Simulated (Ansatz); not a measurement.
**How far is PAW off for Sb?**

```
Sb
1.0
     2.17890    1.25799    3.79327
    -2.17890    1.25799    3.79327
     0.00000   -2.51598    3.79327
Sb
2
Direct
  0.23364 0.23364 0.23364
  0.76636 0.76636 0.76636
```

Atom numbers follow the list: Sb1, Sb2.

Conventional cell: a = 4.358 Å, b = 4.358 Å, c = 11.380 Å, α = 90.00°, β = 90.00°, γ = 120.00°. Sb (atom 1) is surrounded by 3 Sb at 2.94 Å.

The cell is a measured one (Crystallography Open Database entry 9009654); the temperature and pressure of the measurement aren't taken into account, and nothing was relaxed. The listed cell was then made from it by scaling, straining or moving an atom.

Spin–orbit coupling is left out, though it moves levels of the heavy atoms by tenths of an eV or more.

All numbers are computed: DFT, PBE, PAW with Ansatz's default frozen-core files, scalar-relativistic (Ansatz 0.2.0); DFT, PBE, all-electron LAPW, scalar-relativistic (Ansatz 0.2.0).

For PAW: a Γ-centred 9×9×9 k mesh, Fermi–Dirac smearing of 0.05 eV, cutoff 420 eV, no spin polarisation. LAPW targets a basis error of 0.5 meV/atom. The Ansatz runs share mesh, smearing and spin set-up. Plane-wave (PAW) pressures include the program's estimate of the Pulay term.

Stress and pressure are positive in compression.

The change that made this cell: volume scaled by 1.04.

PAW results:

```tsv
quantity	PAW
pressure (GPa)	0.81
stress xx (GPa)	0.83
stress zz (GPa)	0.76
```

Question: What does all-electron LAPW give for the same quantities?

Answer: 
```
       quantity  LAPW
 pressure (GPa)  0.81
stress xx (GPa)  0.83
stress zz (GPa)  0.77
```
